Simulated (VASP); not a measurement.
A run of VASP 6.6.1 is set up as follows.

Contents of INCAR:

```
ALGO = Normal
EDIFF = 1E-7
EDIFFG = -0.005
ENCUT = 600
GGA = PS
IBRION = 2
ISIF = 3
ISMEAR = 0
KPAR = 4
LASPH = T
LCHARG = F
LREAL = F
LWAVE = F
NELM = 80
NSW = 90
PREC = Accurate
SIGMA = 0.03
```

File KPOINTS:

```
k-points
0
Gamma
  6 6 4
```

File POSCAR:

```
SiO2                                    
1.0
    5.0239567513      0.0000000000     -0.0000000000
    0.0000000000      5.0239567513     -0.0000000000
   -0.0000000000     -0.0000000000      7.0029480121
  Si              O             
     4     8
Direct
     0.2992801980269790    0.2992801980269790    0.0000000000000000
     0.2007198019730211    0.7992801980269789    0.2500000000000000
     0.7007198019730211    0.7007198019730211    0.5000000000000000
     0.7992801980269789    0.2007198019730211    0.7500000000000000
     0.2392643930176416    0.1036644238098188    0.1788551913702049
     0.3963355761901812    0.7392643930176416    0.4288551913702049
     0.7607356069823584    0.8963355761901812    0.6788551913702049
     0.6036644238098188    0.2607356069823585    0.9288551913702049
     0.7392643930176416    0.3963355761901812    0.5711448086297951
     0.8963355761901812    0.7607356069823584    0.3211448086297951
     0.2607356069823585    0.6036644238098188    0.0711448086297951
     0.1036644238098188    0.2392643930176416    0.8211448086297951
```

Potentials or basis: VASP PAW PBE potentials, release 64 (Si, O).

Run with:

```bash
$ cat potpaw_PBE.64/Si/POTCAR potpaw_PBE.64/O/POTCAR > POTCAR
$ mpirun -np 4 vasp_std > vasp.out
```

Problem. Predict the space group after relaxing (to 0.05 Å).

Solution. P4_12_12 (No. 92).

Problem. Estimate the relaxed cell.

Solution. a = 5.024 Å, b = 5.024 Å, c = 7.001 Å, α = 90.00°, β = 90.00°, γ = 90.00°.

Problem. Predict the band gap on the k mesh.

Solution. 5.57 eV, direct.

Problem. What does it give for the relaxed volume?

Solution. 14.73 Å³/atom.

Final structure:
```cif
data_structure
_symmetry_space_group_name_H-M 'P 1'
_symmetry_Int_Tables_number 1
_cell_length_a 5.0242
_cell_length_b 5.0242
_cell_length_c 7.0013
_cell_angle_alpha 90.000
_cell_angle_beta 90.000
_cell_angle_gamma 90.000
_cell_volume 176.73
loop_
_atom_site_label
_atom_site_type_symbol
_atom_site_fract_x
_atom_site_fract_y
_atom_site_fract_z
_atom_site_occupancy
Si1 Si 0.29917 0.29917 0.00000 1
Si2 Si 0.20083 0.79917 0.25000 1
Si3 Si 0.70083 0.70083 0.50000 1
Si4 Si 0.79917 0.20083 0.75000 1
O1 O 0.23926 0.10362 0.17895 1
O2 O 0.39638 0.73926 0.42895 1
O3 O 0.76074 0.89638 0.67895 1
O4 O 0.60362 0.26074 0.92895 1
O5 O 0.73926 0.39638 0.57105 1
O6 O 0.89638 0.76074 0.32105 1
O7 O 0.26074 0.60362 0.07105 1
O8 O 0.10362 0.23926 0.82105 1
```

Caveat: the PAW data sets were made with another functional, which shifts forces and pressure a little. PBEsol gaps usually lie below the measured ones, often by a third to a half.
